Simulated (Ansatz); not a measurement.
## CsCl-type CsI

Level of theory: DFT, PBEsol, scalar-relativistic, no spin polarisation; plane waves to 420 eV with PAW datasets (Ansatz 0.2.0), 8×8×8 k-mesh; PAW files: Ansatz's generated set soft_2.

```
CELL_PARAMETERS angstrom
4.50708 0.00000 0.00000
0.00000 4.50708 0.00000
0.00000 0.00000 4.50708
ATOMIC_POSITIONS crystal
Cs 0.00000 0.00000 0.00000
I 0.50000 0.50000 0.50000
```

The start was a prototype's sites filled with these elements; the Crystallography Open Database holds the compound in this structure.

Problem. What is the high-frequency dielectric tensor ε∞ (density-functional perturbation theory, local fields included)?

Solution. 3.50 (isotropic)

Problem. What is the static dielectric tensor, the lattice's part included?

Solution. 7.76 (isotropic)

Problem. List the optical modes at the zone centre without the LO–TO term, with degeneracy and infrared intensity.

Solution. 
```
ω (cm⁻¹)  degeneracy  IR intensity ((D/Å)²/u)
      58           3                     1.87
```

Problem. Where do the optical modes lie for q → 0 along (0.00, 0.00, 1.00), with the long-range field?

Solution. 58 (×2), 87 cm⁻¹.

Problem. Where do the optical modes lie for q → 0 along (0.00, 1.00, 0.00), with the long-range field?

Solution. 58 (×2), 87 cm⁻¹.

Problem. Sketch the imaginary part of the dielectric function for independent particles (no excitons, no local fields), averaged over directions.

Solution. On a grid of 0.25 eV up to 12 eV it peaks at 5.50 eV with ε2 = 7.7; the gap on the mesh is 3.85 eV, and the smallest direct one, where absorption can begin, 3.92 eV.
(ħω (eV), ε2): (0.00, 0.00), (0.50, 0.00), (1.00, 0.00), (1.50, 0.00), (2.00, 0.00), (2.50, 0.00), (3.00, 0.00), (3.50, 0.00), (4.00, 0.23), (4.50, 1.41), (5.00, 2.96), (5.50, 7.66), (6.00, 7.23), (6.50, 5.82), (7.00, 4.64), (7.50, 6.96), (8.00, 2.69), (8.50, 1.74), (9.00, 1.24), (9.50, 1.25), (10.00, 1.31), (10.50, 1.57), (11.00, 1.86), (11.50, 2.61), (12.00, 3.37)

An ε∞ of 3.50 means a refractive index of √ε∞ = 1.87 below the gap, far above the lattice modes.

With one infrared-active mode the Lyddane–Sachs–Teller relation ties the modes to the static constant, ε0 = 7.76, which is built from the same mode and Born charges: ω_LO = ω_TO √(ε0/ε∞) = 58.3 × √(7.76/3.50) = 87 cm⁻¹, and the run has a mode at 87 cm⁻¹.

The mean Born charge of Cs is 1.32 against a formal +1. It exceeds the formal charge because moving the ion changes its mixing with the anions' p states, and electrons flow along the bond.

Semilocal functionals make the gap too small and so ε∞ somewhat too large. For elements this heavy, spin–orbit coupling would shift levels and gaps; it isn't included here.

The lattice supplies more than half of the static dielectric constant of 7.76, although the Born charge of 1.32 is only moderately above the formal value. The reason is the weak restoring force against moving the Cs and I sublattices past each other, as expected for large, singly charged ions. The heavy masses help to bring the transverse mode down to 58 cm⁻¹, but they cancel out of the static response, which depends only on charges, force constants and cell volume. The same polar displacement sets up the long-range field that lifts the longitudinal branch to 87 cm⁻¹.

The electronic part, 3.50, reflects mainly the diffuse, easily polarised iodide 5p shell, from which the first interband transitions also start, ending in largely Cs-derived conduction states.

The small difference between the mesh gap of 3.85 eV and the direct gap of 3.92 eV doesn't establish an indirect gap, since spin–orbit splitting of the iodine 5p states could reorder the valence-band maxima.
